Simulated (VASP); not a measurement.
# CuO (F-43m) in VASP: notebook

The runs below take CuO through relaxation of cell and atoms, relaxation of the atoms, single point, with r2SCAN+rVV10, r2SCAN.

Everything below comes from runs of VASP 6.6.1. Logs are shortened: lines on timing, memory, paths and dates and some standing lists are left out, and cuts for length are marked.

**1. The structure**

Symmetry: F-43m, No. 216, cubic system. Conventional cell: a = 4.655 Å, b = 4.655 Å, c = 4.655 Å, α = 90.00°, β = 90.00°, γ = 90.00°. Around Cu (site symmetry -43m) lie 4 O at 2.02 Å. O (site symmetry -43m) has 4 Cu at 2.02 Å as nearest neighbours.

Measurements of this composition are mostly on another form, of space group No. 15.

**2. Relaxation of cell and atoms, r2SCAN+rVV10**

File INCAR:

```
  PREC = Accurate
  ENCUT = 600
  EDIFF = 1E-6
  ISMEAR = 0
  SIGMA = 0.05
  LREAL = False
  LASPH = True
  NELM = 80
  ALGO = Normal
  ISIF = 3
  LWAVE = False
  LCHARG = False
  METAGGA = R2SCAN
  LMIXTAU = True
  LUSE_VDW = True
  IVDW_NL = 2
  BPARAM = 11.95
  CPARAM = 0.0093
  IBRION = 2
  NSW = 40
  EDIFFG = -0.01
```

File KPOINTS:

```
Automatic mesh
0
Gamma
  10 10 10
```

File POSCAR:

```
CuO
1.0
    0.0000000000      2.3272527300      2.3272527300
    2.3272527300      0.0000000000      2.3272527300
    2.3272527300      2.3272527300      0.0000000000
Cu O
1 1
Direct
    0.0000000000      0.0000000000      0.0000000000
    0.2500000000      0.2500000000      0.2500000000
```

Potentials or basis: VASP PAW PBE potentials, release 64 (Cu, O).

Run with:

```bash
$ cat potpaw_PBE.64/Cu/POTCAR potpaw_PBE.64/O/POTCAR > POTCAR
$ mpirun -np 1 vasp_std > vasp.out
```

OUTCAR:

```text
PREC = Accurate
   ENCUT = 600
   EDIFF = 1E-6
   ISMEAR = 0
   LREAL = False
   LASPH = True
   NELM = 80
   ISIF = 3
   METAGGA = R2SCAN
   IVDW_NL = 2
   BPARAM = 11.95
   IBRION = 2
   NSW = 40
   EDIFFG = -0.01

 ion  position               nearest neighbor table
   1  0.000  0.000  0.000-   2 2.02   2 2.02   2 2.02   2 2.02
   2  0.250  0.250  0.250-   1 2.02   1 2.02   1 2.02   1 2.02

  LATTYP: Found a face centered cubic cell.
 ALAT       =     4.6545054600

  Lattice vectors:

 A1 = (   0.0000000000,   2.3272527300,   2.3272527300)
 A2 = (   2.3272527300,   0.0000000000,   2.3272527300)
 A3 = (   2.3272527300,   2.3272527300,   0.0000000000)

Analysis of symmetry for initial positions (statically):
=====================================================================
 Subroutine PRICEL returns:
 Original cell was already a primitive cell.

 Routine SETGRP: Setting up the symmetry group for a
 face centered cubic supercell.

 Subroutine GETGRP returns: Found 24 space group operations
 (whereof 24 operations were pure point group operations)
 out of a pool of 48 trial point group operations.

The static configuration has the point symmetry T_d .

Analysis of symmetry for dynamics (positions and initial velocities):
=====================================================================
 Subroutine PRICEL returns:
 Original cell was already a primitive cell.

 Routine SETGRP: Setting up the symmetry group for a
 face centered cubic supercell.

 Subroutine GETGRP returns: Found 24 space group operations
 (whereof 24 operations were pure point group operations)
 out of a pool of 48 trial point group operations.

The dynamic configuration has the point symmetry T_d .

 Subroutine INISYM returns: Found 24 space group operations
 (whereof 24 operations are pure point group operations),
 and found     1 'primitive' translations

----------------------------------------------------------------------------------------

                                     Primitive cell

  volume of cell :      25.2093

  direct lattice vectors                    reciprocal lattice vectors
     0.000000000  2.327252730  2.327252730    -0.214845596  0.214845596  0.214845596
     2.327252730  0.000000000  2.327252730     0.214845596 -0.214845596  0.214845596
     2.327252730  2.327252730  0.000000000     0.214845596  0.214845596 -0.214845596

  length of vectors
     3.291232374  3.291232374  3.291232374     0.372123488  0.372123488  0.372123488

  position of ions in fractional coordinates (direct lattice)
     0.000000000  0.000000000  0.000000000
     0.250000000  0.250000000  0.250000000

  ion indices of the primitive-cell ions
   primitive index   ion index
                 1           1
                 2           2

----------------------------------------------------------------------------------------

 KPOINTS: Automatic mesh

Automatic generation of k-mesh.
 Grid dimensions read from file:
 generate k-points for:   10   10   10

 Generating k-lattice:

  Cartesian coordinates                     Fractional coordinates (reciprocal lattice)
    -0.021484560  0.021484560  0.021484560     0.100000000  0.000000000  0.000000000
     0.021484560 -0.021484560  0.021484560     0.000000000  0.100000000  0.000000000
     0.021484560  0.021484560 -0.021484560     0.000000000  0.000000000  0.100000000

  Length of vectors
     0.037212349  0.037212349  0.037212349

  Shift w.r.t. Gamma in fractional coordinates (k-lattice)
     0.000000000  0.000000000  0.000000000

 Subroutine IBZKPT returns following result:
 ===========================================

 Found     47 irreducible k-points:

 Following reciprocal coordinates:
            Coordinates               Weight
  0.000000  0.000000  0.000000      1.000000
  0.100000  0.000000  0.000000      8.000000
  0.200000  0.000000  0.000000      8.000000
  0.300000  0.000000  0.000000      8.000000
  0.400000  0.000000  0.000000      8.000000
  0.500000  0.000000  0.000000      4.000000
[... 16 lines left out ...]
  0.300000  0.300000  0.000000      6.000000
  0.400000  0.300000  0.000000     24.000000
 [... further k-points ...]
   k-points           NKPTS =     47   k-points in BZ     NKDIM =     47   number of bands    NBANDS=     12
   number of dos      NEDOS =    301   number of ions     NIONS =      2
   total plane-waves  NPLWV =  21952
   dimension x,y,z NGX =    28 NGY =   28 NGZ =   28
   dimension x,y,z NGXF=    56 NGYF=   56 NGZF=   56
   ions per type =               1   1
   NGX,Y,Z   is equivalent  to a cutoff of  14.14, 14.14, 14.14 a.u.
   NGXF,Y,Z  is equivalent  to a cutoff of  28.29, 28.29, 28.29 a.u.
 SYSTEM =  unknown system
   PREC   = accura    normal or accurate (medium, high low for compatibility)
   ISTART =      0    job   : 0-new  1-cont  2-samecut
   ICHARG =      2    charge: 1-file 2-atom 10-const
   ISPIN  =      1    spin polarized calculation?
   LNONCOLLINEAR =      F non collinear calculations
   LSORBIT =      F    spin-orbit coupling
   LASPH  =      T    aspherical Exc in radial PAW
   ENCUT  =  600.0 eV  44.10 Ry    6.64 a.u.   6.57  6.57  6.57*2*pi/ulx,y,z
   NELM   =     80;   NELMIN=  2; NELMDL= -5     # of ELM steps
   EDIFF  = 0.1E-05   stopping-criterion for ELM
   LREAL  =      F    real-space projection
   EDIFFG = -.1E-01   stopping-criterion for IOM
   NSW    =     40    number of steps for IOM
   IBRION =      2    ionic relax: 0-MD 1-quasi-New 2-CG
   NFREE  =      1    steps in history (QN), initial steepest desc. (CG)
   ISIF   =      3    stress and relaxation
   ISYM   =      2    0-nonsym 1-usesym 2-fastsym
   POTIM  = 0.5000    time-step for ionic-motion
   TEBEG  =    0.0;   TEEND  =   0.0 temperature during run
   PSTRESS=    0.0 pullay stress
   NELECT =      17.0000    total number of electrons
   NUPDOWN=      -1.0000    fix difference up-down
   EMIN   =  10.00;   EMAX   =-10.00  energy-range for DOS
   EFERMI =   0.00;   METHOD = LEGACY
   ISMEAR =     0;   SIGMA  =   0.05  broadening in eV -4-tet -1-fermi 0-gaus
   EFERMI_NEDOS =   21; number of points for ismear=-14 and -15
   IALGO  =     38    algorithm
   IMIX   =      4    mixing-type and parameters
     AMIX     =   0.40;   BMIX     =  1.00
     AMIX_MAG =   1.60;   BMIX_MAG =  1.00
  volume/ion in A,a.u.               =      12.60        85.06
  Fermi-wavevector in a.u.,A,eV,Ry     =   1.435614  2.712916 28.041426  2.060987
  Thomas-Fermi vector in A             =   2.554893
   LORBIT       =      0    0 simple, 1 ext, 2 COOP (PROOUT), +10 PAW based schemes
   METAGGA = R2SCAN    functional components
   LHFCALC =     F    Hartree Fock is set to
   AEXX    =    0.0000 exact exchange contribution
   IVDW_NL    =     2    kernel type
   BPARAM     =11.9500
   IVDW    =     0    specifies the selected vdW correction
   LEPSILON=     F    determine dielectric tensor
   LRPA    =     F    only Hartree local field effects (RPA)
 conjugate gradient relaxation of ions
 non-spin polarized calculation
 Gauss-broadening in eV      SIGMA  =   0.05
  energy-cutoff  :      600.00
  volume of cell :       25.21
 maximum number of plane-waves:       869
 NGX is ok and might be reduce to    28

--------------------------------------- Ionic step        1  -------------------------------------------

 number of electron      16.9999992 magnetization

 Free energy of the ion-electron system (eV)
  ---------------------------------------------------
  ext. energy  EPLUGINS =         0.00000000
  ---------------------------------------------------
  free energy    TOTEN  =       -17.22070461 eV

  energy without entropy =      -17.21636990  energy(sigma->0) =      -17.21853725

 E-fermi :   2.7547     XC(G=0): -11.2933

 val. band max:        2.7481371677   @ k =  -0.1000   0.1000   0.0000
 cond. band min:       2.7565122262   @ k =   0.3000   0.2000   0.1000
 fundamental gap:      0.0083750585
 Fermi energy:         2.7546612187

 k-point     1 :       0.0000    0.0000    0.0000
  band No.  band energies     occupation
      1     -16.5864      2.00000
      2      -1.7395      2.00000
      3      -1.7394      2.00000
      4      -1.7394      2.00000
      5       0.8482      2.00000
      6       0.8482      2.00000
      7       3.5029      0.00000
      8       3.5030      0.00000
      9       3.5030      0.00000
     10       3.9534      0.00000
     11      17.3459      0.00000
     12      17.3459      0.00000

 k-point     2 :       0.1000    0.0000    0.0000
  band No.  band energies     occupation
      1     -16.5393      2.00000
      2      -1.8822      2.00000
      3      -1.7120      2.00000
      4      -1.7120      2.00000
      5       0.8412      2.00000
      6       0.8412      2.00000
      7       3.0480      0.00000
      8       3.4430      0.00000
      9       3.4430      0.00000
     10       4.6087      0.00000
     11      16.4080      0.00000
     12      17.4230      0.00000
[... 388 lines left out ...]
 POSITION                                       TOTAL-FORCE (eV/Angst)
 -----------------------------------------------------------------------------------
      2.18756      0.00000      2.18756        -0.000000     -0.000000      0.000000
      1.09378      1.09378      1.09378         0.000000      0.000000      0.000000
 -----------------------------------------------------------------------------------
    total drift:                               -0.000018     -0.000018     -0.000018

  FREE ENERGIE OF THE ION-ELECTRON SYSTEM (eV)
  ---------------------------------------------------
  free  energy   TOTEN  =       -17.3605368033 eV

  energy  without entropy=      -17.3574148679  energy(sigma->0) =      -17.35897584

--------------------------------------- Ionic step        3  -------------------------------------------

 number of electron      16.9999996 magnetization

 Free energy of the ion-electron system (eV)
  ---------------------------------------------------
  ext. energy  EPLUGINS =         0.00000000
  ---------------------------------------------------
  free energy    TOTEN  =       -17.39479907 eV

  energy without entropy =      -17.39135367  energy(sigma->0) =      -17.39307637

 E-fermi :   4.2555     XC(G=0): -12.0642

 val. band max:        4.2425542787   @ k =   0.2000   0.2000   0.0000
 cond. band min:       4.2812355752   @ k =  -0.4000   0.1000   0.0000
 fundamental gap:      0.0386812965
 Fermi energy:         4.2555296428

 k-point     1 :       0.0000    0.0000    0.0000
  band No.  band energies     occupation
      1     -16.0897      2.00000
      2      -1.1150      2.00000
      3      -1.1150      2.00000
      4      -1.1150      2.00000
      5       2.0215      2.00000
      6       2.0215      2.00000
      7       5.1397      0.00000
      8       5.1397      0.00000
      9       5.1397      0.00000
     10       5.6166      0.00000
     11      19.6727      0.00000
     12      19.6727      0.00000

 k-point     2 :       0.1000    0.0000    0.0000
  band No.  band energies     occupation
      1     -16.0270      2.00000
      2      -1.2764      2.00000
      3      -1.0819      2.00000
      4      -1.0818      2.00000
      5       2.0116      2.00000
      6       2.0116      2.00000
      7       4.6550      0.00000
      8       5.0689      0.00000
      9       5.0690      0.00000
     10       6.2991      0.00000
     11      18.6810      0.00000
     12      19.7728      0.00000
[... 352 lines left out ...]
 POSITION                                       TOTAL-FORCE (eV/Angst)
 -----------------------------------------------------------------------------------
      0.00000      0.00000      0.00000         0.000000      0.000000     -0.000000
      1.11364      1.11364      1.11364        -0.000000     -0.000000      0.000000
 -----------------------------------------------------------------------------------
    total drift:                               -0.000003     -0.000003     -0.000003

  FREE ENERGIE OF THE ION-ELECTRON SYSTEM (eV)
  ---------------------------------------------------
  free  energy   TOTEN  =       -17.3947990697 eV

  energy  without entropy=      -17.3913536698  energy(sigma->0) =      -17.39307637

 reached required accuracy - stopping structural energy minimisation
```

Wall time 3.7 min (1 thread of Intel Xeon Platinum 8488C (Sapphire Rapids), shared host); peak memory 0.28 GiB.

What came out:

```yaml
Free_energy: -17.3948 eV
Relaxed_volume: 11.05 Å³/atom
Relaxed_cell: a = 3.150 Å, b = 3.150 Å, c = 3.150 Å, α = 60.00°, β = 60.00°, γ = 60.00°
Space_group_after_relaxing_to_0.05_Å: F-43m (No. 216)
Energy_gained_by_relaxing: 87.0 meV/atom
Ionic_steps: 3
Pressure_after_relaxing: -0.1 GPa
Band_gap_on_the_k_mesh: none (metal or under the smearing width)
```

Step by step:
| step | energy change (eV) | largest force (eV/Å) | pressure (GPa) | volume (Å³) |
| --- | --- | --- | --- | --- |
| 1 | 0.0000 | 0.0000 | -15.82 | 25.21 |
| 2 | -0.1398 | 0.0000 | 9.94 | 20.94 |
| 3 | -0.1741 | 0.0000 | -0.10 | 22.10 |

Final structure:
```
CELL_PARAMETERS angstrom
0.00000 2.22728 2.22728
2.22728 0.00000 2.22728
2.22728 2.22728 0.00000
ATOMIC_POSITIONS crystal
Cu 0.00000 0.00000 0.00000
O 0.25000 0.25000 0.25000
```

Levels at points of the mesh, in eV from the Fermi level:
```
           k point  band 7  band 8  band 9  band 10  band 11  band 12
(0.00, 0.00, 0.00)    0.88    0.88    0.88     1.36    15.42    15.42
(0.50, 0.00, 0.00)   -1.91   -0.02   -0.02     6.82     8.60    14.88
(0.50, 0.50, 0.00)   -1.52   -1.22   -1.22     6.28    11.20    12.05
```

Caveat: the PAW data sets were made with another functional, which shifts forces and pressure a little; an odd number of electrons without spin polarisation forces a metal; a magnetic or distorted state may lie lower; the run has no spin polarisation, though such a crystal can be magnetic; semilocal functionals often make such compounds metallic where correlation or magnetic order opens a gap, which also shifts bond lengths. With open d or f shells a metallic result of r2SCAN can be an artefact of self-interaction; +U or a hybrid may open a gap.

(Continued in part 2 of 2.)
